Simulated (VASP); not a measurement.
Wanted: the native input for a VASP 6.6.1 run.

```
Task                    : density of states
Functional              : PBE
Dispersion              : D3(BJ)
Potentials or basis     : VASP PAW PBE potentials, release 64 (Pt, Se)
Cutoff                  : 520 eV
k mesh                  : 15 × 15 × 10
Occupations             : gaussian, width 0.1 eV
Spin                    : no spin polarisation
Dipole correction       : no
k mesh for the DOS      : 23 × 23 × 15
Occupations for the DOS : tetrahedron
Further INCAR settings  : ALGO = Fast; EDIFF = 1e-06
```

The system is PtSe2.

```
CELL_PARAMETERS angstrom
3.77146 0.00000 0.00000
-1.88573 3.26618 0.00000
0.00000 0.00000 4.82331
ATOMIC_POSITIONS crystal
Pt 0.00000 0.00000 0.00000
Se 0.33333 0.66667 0.26546
Se 0.66667 0.33333 0.73454
```

One way to write it, as run:

POSCAR

```
PtSe2
1.0
    3.7714571391      0.0000000000      0.0000000000
   -1.8857285695      3.2661776918      0.0000000000
    0.0000000000      0.0000000000      4.8233068484
Pt Se
1 2
Direct
    0.0000000000      0.0000000000      0.0000000000
    0.3333333333      0.6666666667      0.2654558734
    0.6666666667      0.3333333333      0.7345441266
```

INCAR.step1

```
  PREC = Accurate
  ENCUT = 520
  EDIFF = 1E-6
  ISMEAR = 0
  SIGMA = 0.1
  LREAL = False
  LASPH = True
  NELM = 100
  ALGO = Fast
  ISIF = 2
  LWAVE = False
  LCHARG = True
  LMAXMIX = 4
  GGA = PE
  IVDW = 12
  NBANDS = 18
```

KPOINTS.step1

```
regular mesh
0
Gamma
  15 15 10
```

INCAR.step2

```
  PREC = Accurate
  ENCUT = 520
  EDIFF = 1E-6
  ISMEAR = -5
  SIGMA = 0.1
  LREAL = False
  LASPH = True
  NELM = 100
  ALGO = Fast
  ISIF = 2
  LWAVE = False
  LCHARG = False
  LMAXMIX = 4
  GGA = PE
  IVDW = 12
  LORBIT = 11
  NEDOS = 1001
  ICHARG = 11
```

KPOINTS.step2

```
regular mesh
0
Gamma
  23 23 15
```

Potentials or basis: VASP PAW PBE potentials, release 64 (Pt, Se).

Command:

```sh
$ cat potpaw_PBE.64/Pt/POTCAR potpaw_PBE.64/Se/POTCAR > POTCAR
$ cp INCAR.step1 INCAR
$ cp KPOINTS.step1 KPOINTS
$ mpirun -np 1 vasp_std > vasp.out
$ cp INCAR.step2 INCAR
$ cp KPOINTS.step2 KPOINTS
$ mpirun -np 1 vasp_std > vasp.out
```

It gave:

- Valence electrons inside the program's atomic spheres: Pt 9.37; Se 3.78
- Dispersion energy per atom: -0.490 eV

It took 3.4 min on 1 thread of Intel(R) Xeon(R) 6975P-C (Granite Rapids), on a shared host, peak memory 0.77 GiB.
